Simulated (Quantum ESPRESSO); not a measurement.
The system is Mo.

```
Mo
1.0
    -1.58381    1.58381    1.58381
     1.58381   -1.58381    1.58381
     1.58381    1.58381   -1.58381
Mo
1
Direct
  0.00000 0.00000 0.00000
```

- Program: Quantum ESPRESSO 7.5
- Task: phonon dispersion
- Functional: LDA
- Potentials or basis: PseudoDojo 0.4.1 SR LDA standard
- Cutoff: 1088 eV
- Density cutoff: 4354 eV
- k mesh: 10 × 10 × 10
- Occupations: cold, width 0.2 eV
- Spin: no spin polarisation
- Form of the LDA correlation: PW92
- Mixing beta: 0.5
- Most SCF iterations: 120
- SCF threshold: 2e-10 Ry
- q mesh: 2 × 2 × 2

The cell and the atoms were relaxed first, to 15.05 Å³/atom (a = 2.694 Å, b = 2.694 Å, c = 2.694 Å, α = 109.47°, β = 109.47°, γ = 109.47°), and the response was taken there.

Q: Is this structure dynamically stable at this level, and how far does the spectrum reach?

A: No: the interpolated spectrum has imaginary modes, down to 58i cm⁻¹ near H. The highest frequency is 270 cm⁻¹.

Phonon frequencies at the corners of the path (cm⁻¹, interpolated; i marks imaginary ones):
```
point  frequencies
    Γ        0 0 0
    H  58i 58i 58i
    N  147 190 269
    P  257 257 257
```

Phonon states per cell in windows of 20 cm⁻¹ (negative: imaginary):
```csv
from (cm⁻¹),total
-60,0.00
-40,0.00
-20,0.01
0,0.01
20,0.02
40,0.04
60,0.08
80,0.16
100,0.30
120,0.35
140,0.36
160,0.34
180,0.34
200,0.32
220,0.29
240,0.26
260,0.13
```

A q mesh this small can miss soft modes between its points.

Caveat: the mesh is thin for the phonons of a metal; some modes are imaginary; the q mesh is small, so phonon branches between its points and thermal values are rough.
